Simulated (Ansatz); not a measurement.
A plane-wave DFT run in Ansatz 0.2.0 (scalar-relativistic PAW potentials unless the input names others): input and command.

```yaml
crystal:
  lattice:
    - [3.015443161, 0.0, 0.0]
    - [0.0, 2.9757437398, 0.0]
    - [0.0, 0.0, 2.9757437398]
  atoms:
    - { symbol: Ti, position: [0.0, 0.0, 0.0] }
    - { symbol: Co, position: [0.5, 0.5, 0.5], spin: 1.09 }
basis:
  ecutwfc: 420
kpoints:
  mp_grid: { grid: [18, 18, 18] }
hamiltonian:
  xc: pbe
  pseudopotentials: { kind: nc }
scf:
  occupations: { method: gaussian, width: 0.1 }
  max_iter: 100
output:
  forces: true
  eigenvalues: true
  stress: true
magnetization:
  spin_polarized: true
  spin_orbit: true
```

```bash
ansatz run input.yaml --threads 1 --pin off --max-ram 2560MiB --backend cpu --events-out ev --progress --plain --runs-dir out
```

**Question.** What will the program do with this input?

**Answer.** The program refuses it, because of spin-orbit coupling on scalar files and without noncollinear: true (magnetization: {"spin_polarized": true} → {"spin_polarized": true, "spin_orbit": true}; hamiltonian.pseudopotentials: not typed → {"kind": "nc"}). With the sound run's settings it is accepted.

Abridged log:
```
Error: 2 input errors — fix all and re-run
  1. inconsistent input (magnetization.spin_orbit, magnetization.noncollinear): true requires noncollinear: true — spin–orbit coupling acts on 2-spinor wavefunctions; set both flags
  2. inconsistent input (magnetization.spin_orbit, hamiltonian.pseudopotentials.kind): true requires a fully-relativistic hamiltonian.pseudopotentials.kind (nc_fr or paw_fr), or kind: all_electron without datasets and azcp, which then solves Dirac's equation on LAPW. paw_fr resolves this project's PAW files (source: ansatz) by j as it reads them
```